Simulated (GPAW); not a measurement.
**CuO in GPAW: convergence with bands over the usual count**

CuO:

```
CELL_PARAMETERS angstrom
3.42205 0.00000 0.00000
0.00000 3.42205 0.00000
0.00000 0.00000 4.26046
ATOMIC_POSITIONS crystal
Cu 0.00000 0.50000 0.00000
Cu 0.50000 0.00000 0.50000
O 0.00000 0.00000 0.25000
O 0.00000 0.00000 0.75000
```

Measurements of this composition are mostly on another form, of space group No. 15.

- Program: GPAW 26.7.0
- Task: convergence study
- Functional: PBE
- Potentials or basis: GPAW PAW data sets (gpaw-data 1.2.1)
- Cutoff: 800 eV
- Basis: pw
- k mesh: 5 × 5 × 4
- Occupations: fermi-dirac, width 0.05 eV
- Spin: no spin polarisation

These are the settings of the first run; the series varies bands over the usual count, with any setting tied to it.

Hardware: 1 thread of Arm Neoverse V1, with other jobs on the host.

```tsv
bands over the usual count	energy less the tightest run, at zero smearing (meV/atom)	SCF cycles	CPU time (s)	peak memory (GiB)
0.72	0.00	13	39	0.19
0.8	0.00	12	41	0.19
0.9	0.00	13	50	0.2
1	0.00	13	58	0.2
1.3	0.00	13	71	0.21
1.7	0.00	12	87	0.22
2.5	0.00	12	130	0.26
```

Against the tightest run, the energy stays within 1 meV/atom from 0.72 on. The tightest run that finished is the yardstick and may itself not be fully converged.

Caveat, for the tightest run too: the k mesh is coarse (spacing up to 0.37 Å⁻¹), so the values aren't converged; the run has no spin polarisation, though such a crystal can be magnetic.
